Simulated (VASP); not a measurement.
# MgO (Fm-3m) in VASP: a series of runs

Runs on MgO. Level: PBE. Tasks: relaxation of cell and atoms.

All numbers are computed with VASP 6.6.1; they aren't measurements. Logs are shortened: lines on timing, memory, paths and dates and some standing lists are left out, and cuts for length are marked.

## 1. Starting point

The structure is cubic, space group Fm-3m (No. 225). Conventional cell: a = 4.210 Å, b = 4.210 Å, c = 4.210 Å, α = 90.00°, β = 90.00°, γ = 90.00°. Mg (site symmetry m-3m) is surrounded by 6 O at 2.10 Å. O (site symmetry m-3m) has 6 Mg at 2.10 Å as nearest neighbours.

## 2. Relaxation of cell and atoms, PBE

The input, INCAR:

```
ALGO = Fast
EDIFF = 1E-7
EDIFFG = -0.15
ENCUT = 520
GGA = PE
IBRION = 2
ISIF = 3
ISMEAR = 0
LASPH = T
LCHARG = F
LREAL = F
LWAVE = F
NELM = 80
NSW = 80
PREC = Accurate
SIGMA = 0.02
```

The input, KPOINTS:

```
k-points
0
Gamma
  12 12 12
```

The input, POSCAR:

```
MgO
1.0
    0.0000000000      2.1050000000      2.1050000000
    2.1050000000      0.0000000000      2.1050000000
    2.1050000000      2.1050000000      0.0000000000
Mg O
1 1
Direct
    0.0000000000      0.0000000000      0.0000000000
    0.5000000000      0.5000000000      0.5000000000
```

Potentials or basis: VASP PAW PBE potentials, release 64 (Mg, O).

Run with:

```console
cat potpaw_PBE.64/Mg/POTCAR potpaw_PBE.64/O/POTCAR > POTCAR
mpirun -np 1 vasp_std > vasp.out
```

OUTCAR:

```text
EDIFF = 1E-7
   EDIFFG = -0.15
   ENCUT = 520
   GGA = PE
   IBRION = 2
   ISIF = 3
   ISMEAR = 0
   LASPH = T
   LREAL = F
   NELM = 80
   NSW = 80
   PREC = Accurate

 ion  position               nearest neighbor table
   1  0.000  0.000  0.000-   2 2.10   2 2.10   2 2.10   2 2.10   2 2.10   2 2.10
   2  0.500  0.500  0.500-   1 2.10   1 2.10   1 2.10   1 2.10   1 2.10   1 2.10

  LATTYP: Found a face centered cubic cell.
 ALAT       =     4.2100000000

  Lattice vectors:

 A1 = (   0.0000000000,   2.1050000000,   2.1050000000)
 A2 = (   2.1050000000,   0.0000000000,   2.1050000000)
 A3 = (   2.1050000000,   2.1050000000,   0.0000000000)

Analysis of symmetry for initial positions (statically):
=====================================================================
 Subroutine PRICEL returns:
 Original cell was already a primitive cell.

 Routine SETGRP: Setting up the symmetry group for a
 face centered cubic supercell.

 Subroutine GETGRP returns: Found 48 space group operations
 (whereof 48 operations were pure point group operations)
 out of a pool of 48 trial point group operations.

The static configuration has the point symmetry O_h .

Analysis of symmetry for dynamics (positions and initial velocities):
=====================================================================
 Subroutine PRICEL returns:
 Original cell was already a primitive cell.

 Routine SETGRP: Setting up the symmetry group for a
 face centered cubic supercell.

 Subroutine GETGRP returns: Found 48 space group operations
 (whereof 48 operations were pure point group operations)
 out of a pool of 48 trial point group operations.

The dynamic configuration has the point symmetry O_h .

 Subroutine INISYM returns: Found 48 space group operations
 (whereof 48 operations are pure point group operations),
 and found     1 'primitive' translations

----------------------------------------------------------------------------------------

                                     Primitive cell

  volume of cell :      18.6546

  direct lattice vectors                    reciprocal lattice vectors
     0.000000000  2.105000000  2.105000000    -0.237529691  0.237529691  0.237529691
     2.105000000  0.000000000  2.105000000     0.237529691 -0.237529691  0.237529691
     2.105000000  2.105000000  0.000000000     0.237529691  0.237529691 -0.237529691

  length of vectors
     2.976919549  2.976919549  2.976919549     0.411413493  0.411413493  0.411413493

  position of ions in fractional coordinates (direct lattice)
     0.000000000  0.000000000  0.000000000
     0.500000000  0.500000000  0.500000000

  ion indices of the primitive-cell ions
   primitive index   ion index
                 1           1
                 2           2

----------------------------------------------------------------------------------------

 KPOINTS: k-points

Automatic generation of k-mesh.
 Grid dimensions read from file:
 generate k-points for:   12   12   12

 Generating k-lattice:

  Cartesian coordinates                     Fractional coordinates (reciprocal lattice)
    -0.019794141  0.019794141  0.019794141     0.083333333  0.000000000  0.000000000
     0.019794141 -0.019794141  0.019794141     0.000000000  0.083333333  0.000000000
     0.019794141  0.019794141 -0.019794141     0.000000000  0.000000000  0.083333333

  Length of vectors
     0.034284458  0.034284458  0.034284458

  Shift w.r.t. Gamma in fractional coordinates (k-lattice)
     0.000000000  0.000000000  0.000000000

 Subroutine IBZKPT returns following result:
 ===========================================

 Found     72 irreducible k-points:

[... 55 lines left out ...]
   PSTRESS=    0.0 pullay stress
   NELECT =       8.0000    total number of electrons
   NUPDOWN=      -1.0000    fix difference up-down
   EMIN   =  10.00;   EMAX   =-10.00  energy-range for DOS
   EFERMI =   0.00;   METHOD = LEGACY
   ISMEAR =     0;   SIGMA  =   0.02  broadening in eV -4-tet -1-fermi 0-gaus
   EFERMI_NEDOS =   21; number of points for ismear=-14 and -15
   IALGO  =     68    algorithm
   IMIX   =      4    mixing-type and parameters
     AMIX     =   0.40;   BMIX     =  1.00
     AMIX_MAG =   1.60;   BMIX_MAG =  1.00
  volume/ion in A,a.u.               =       9.33        62.94
  Fermi-wavevector in a.u.,A,eV,Ry     =   1.234552  2.332965 20.736894  1.524119
  Thomas-Fermi vector in A             =   2.369237
   LORBIT       =      0    0 simple, 1 ext, 2 COOP (PROOUT), +10 PAW based schemes
   GGA     = PE    functional components
   LHFCALC =     F    Hartree Fock is set to
   AEXX    =    0.0000 exact exchange contribution
   IVDW    =     0    specifies the selected vdW correction
   LEPSILON=     F    determine dielectric tensor
   LRPA    =     F    only Hartree local field effects (RPA)
 conjugate gradient relaxation of ions
 non-spin polarized calculation
 RMM-DIIS sequential band-by-band and
 Gauss-broadening in eV      SIGMA  =   0.02
  energy-cutoff  :      520.00
  volume of cell :       18.65
 maximum number of plane-waves:       531
 NGX is ok and might be reduce to    24
   NGX = 11   NGY = 11   NGZ = 11

--------------------------------------- Ionic step        1  -------------------------------------------

 number of electron       8.0000005 magnetization

 Free energy of the ion-electron system (eV)
  ---------------------------------------------------
  ext. energy  EPLUGINS =         0.00000000
  ---------------------------------------------------
  free energy    TOTEN  =       -11.90482929 eV

  energy without entropy =      -11.90482929  energy(sigma->0) =      -11.90482929

------------------------ aborting loop because EDIFF is reached ----------------------------------------

  FORCE on cell =-STRESS in cart. coord.  units (eV):
  Direction    XX          YY          ZZ          XY          YZ          ZX
  --------------------------------------------------------------------------------------
  -------------------------------------------------------------------------------------
  Total        0.4874068      0.4874068      0.4874068      0.0000000     -0.0000000      0.0000000
  in kB       41.8616021     41.8616021     41.8616021      0.0000000     -0.0000000      0.0000000
  external PRESSURE =      41.8616021 kB  Pullay stress =       0.0000000 kB

 VOLUME and BASIS-vectors are now :
 -----------------------------------------------------------------------------
  energy-cutoff  :      520.00
  volume of cell :       18.65
      direct lattice vectors                 reciprocal lattice vectors
     0.000000000  2.105000000  2.105000000    -0.237529691  0.237529691  0.237529691
     2.105000000  0.000000000  2.105000000     0.237529691 -0.237529691  0.237529691
     2.105000000  2.105000000  0.000000000     0.237529691  0.237529691 -0.237529691

 POSITION                                       TOTAL-FORCE (eV/Angst)
 -----------------------------------------------------------------------------------
      0.00000      0.00000      0.00000        -0.000000     -0.000000      0.000000
      2.10500      2.10500      2.10500         0.000000      0.000000      0.000000
 -----------------------------------------------------------------------------------
    total drift:                               -0.000000     -0.000000      0.000000

  FREE ENERGIE OF THE ION-ELECTRON SYSTEM (eV)
  ---------------------------------------------------
  free  energy   TOTEN  =       -11.9048292938 eV

  energy  without entropy=      -11.9048292938  energy(sigma->0) =      -11.90482929

--------------------------------------- Ionic step        2  -------------------------------------------

 number of electron       8.0000003 magnetization

 Free energy of the ion-electron system (eV)
  ---------------------------------------------------
  ext. energy  EPLUGINS =         0.00000000
  ---------------------------------------------------
  free energy    TOTEN  =       -11.91044411 eV

  energy without entropy =      -11.91044411  energy(sigma->0) =      -11.91044411

 E-fermi :   3.1202     XC(G=0): -10.9206

 val. band max:        2.9393867608   @ k =   0.0000   0.0000   0.0000
 cond. band min:       7.3457288600   @ k =   0.0000   0.0000   0.0000
 fundamental gap:      4.4063420992
 Fermi energy:         3.1202126749

 k-point     1 :       0.0000    0.0000    0.0000
  band No.  band energies     occupation
      1     -14.1553      2.00000
      2       2.9394      2.00000
      3       2.9394      2.00000
      4       2.9394      2.00000
      5       7.3457      0.00000
      6      18.5483      0.00000
      7      18.5483      0.00000
      8      18.5483      0.00000
[... 243 lines left out ...]
 k-point    24 :      -0.4167    0.1667    0.0000
  band No.  band energies     occupation
      1     -12.8720      2.00000
      2      -1.1398      2.00000
      3       1.4244      2.00000
      4       2.1970      2.00000
      5      11.7583      0.00000
      6      14.9518      0.00000
      7      16.7804      0.00000
      8      19.5004      0.00000

 [... further k-points ...]

------------------------ aborting loop because EDIFF is reached ----------------------------------------

  FORCE on cell =-STRESS in cart. coord.  units (eV):
  Direction    XX          YY          ZZ          XY          YZ          ZX
  --------------------------------------------------------------------------------------
  -------------------------------------------------------------------------------------
  Total       -0.1621223     -0.1621223     -0.1621223      0.0000000     -0.0000000     -0.0000000
  in kB      -13.4443073    -13.4443073    -13.4443073      0.0000000     -0.0000000     -0.0000000
  external PRESSURE =     -13.4443073 kB  Pullay stress =       0.0000000 kB

 VOLUME and BASIS-vectors are now :
 -----------------------------------------------------------------------------
  energy-cutoff  :      520.00
  volume of cell :       19.32
      direct lattice vectors                 reciprocal lattice vectors
     0.000000000  2.129748271  2.129748271    -0.234769530  0.234769530  0.234769530
     2.129748271  0.000000000  2.129748271     0.234769530 -0.234769530  0.234769530
     2.129748271  2.129748271  0.000000000     0.234769530  0.234769530 -0.234769530

 POSITION                                       TOTAL-FORCE (eV/Angst)
 -----------------------------------------------------------------------------------
      4.25950      2.12975      2.12975        -0.000000     -0.000000     -0.000000
      2.12975      2.12975      2.12975         0.000000      0.000000      0.000000
 -----------------------------------------------------------------------------------
    total drift:                               -0.000000     -0.000000      0.000000

  FREE ENERGIE OF THE ION-ELECTRON SYSTEM (eV)
  ---------------------------------------------------
  free  energy   TOTEN  =       -11.9104441109 eV

  energy  without entropy=      -11.9104441109  energy(sigma->0) =      -11.91044411

 reached required accuracy - stopping structural energy minimisation
```

It took 8.3 s on 1 thread of Intel Xeon 6975P-C (Granite Rapids), shared host; peak memory 0.14 GiB.

Results:

```
Free energy                            : -11.9104 eV
Relaxed volume                         : 9.66 Å³/atom
Relaxed cell                           : a = 3.012 Å, b = 3.012 Å, c = 3.012 Å, α = 60.00°, β = 60.00°, γ = 60.00°
Space group after relaxing (to 0.05 Å) : Fm-3m (No. 225)
Energy gained by relaxing              : 2.8 meV/atom
Ionic steps                            : 2
Pressure after relaxing                : -1.3 GPa
Band gap on the k mesh                 : 4.41 eV, direct
```

The path:
```tsv
step	energy change (eV)	largest force (eV/Å)	pressure (GPa)	volume (Å³)
1	0.0000	0.0000	4.19	18.65
2	-0.0056	0.0000	-1.34	19.32
```

Final structure:
```
Mg O
1.0
     0.00000    2.12975    2.12975
     2.12975    0.00000    2.12975
     2.12975    2.12975    0.00000
Mg O
1 1
Direct
  0.00000 0.00000 0.00000
  0.50000 0.50000 0.50000
```

Caveat: the relaxation stopped at a loose force limit of 0.15 eV/Å, so its end isn't a converged minimum. A k mesh can miss the band edges.

## 3. Relaxation of cell and atoms, PBE

This run uses another cell than the first one, of 9.66 Å³/atom, 1.036 times its volume.

INCAR is that of step 2.

KPOINTS is that of step 2.

The input, POSCAR:

```
MgO                                     
1.0
    0.0000000000      2.1297482706      2.1297482706
    2.1297482706      0.0000000000      2.1297482706
    2.1297482706      2.1297482706      0.0000000000
  Mg              O             
     1     1
Direct
     0.0000000000000000    1.0000000000000000    1.0000000000000000
     0.5000000000000000    0.5000000000000000    0.5000000000000000
```

Potentials or basis: VASP PAW PBE potentials, release 64 (Mg, O).

Run with:

```console
cat potpaw_PBE.64/Mg/POTCAR potpaw_PBE.64/O/POTCAR > POTCAR
mpirun -np 1 vasp_std > vasp.out
```

It took 5.2 s on 1 thread of Intel Xeon 6975P-C (Granite Rapids), shared host; peak memory 0.14 GiB.

Results (log left out):

```yaml
Free_energy: -11.9113 eV
Pressure_after_relaxing: -1.4 GPa
Band_gap_on_the_k_mesh: 4.41 eV, direct
```

Final structure:
```
Mg O
1.0
     0.00000    2.12975    2.12975
     2.12975    0.00000    2.12975
     2.12975    2.12975    0.00000
Mg O
1 1
Direct
  0.00000 0.00000 0.00000
  0.50000 0.50000 0.50000
```

Levels at points of the mesh, in eV from the valence-band top:
| k point | band 2 | band 3 | band 4 | band 5 | band 6 | band 7 |
| --- | --- | --- | --- | --- | --- | --- |
| (0.00, 0.00, 0.00) | 0.00 | 0.00 | 0.00 | 4.41 | 15.61 | 15.61 |
| (0.50, 0.00, 0.00) | -4.47 | -0.62 | -0.62 | 7.69 | 12.23 | 15.97 |
| (0.50, 0.50, 0.00) | -3.95 | -1.30 | -1.30 | 9.08 | 9.61 | 12.75 |

Caveat: the relaxation stopped at its first step, so nothing moved; the relaxation stopped at a loose force limit of 0.15 eV/Å, so its end isn't a converged minimum.
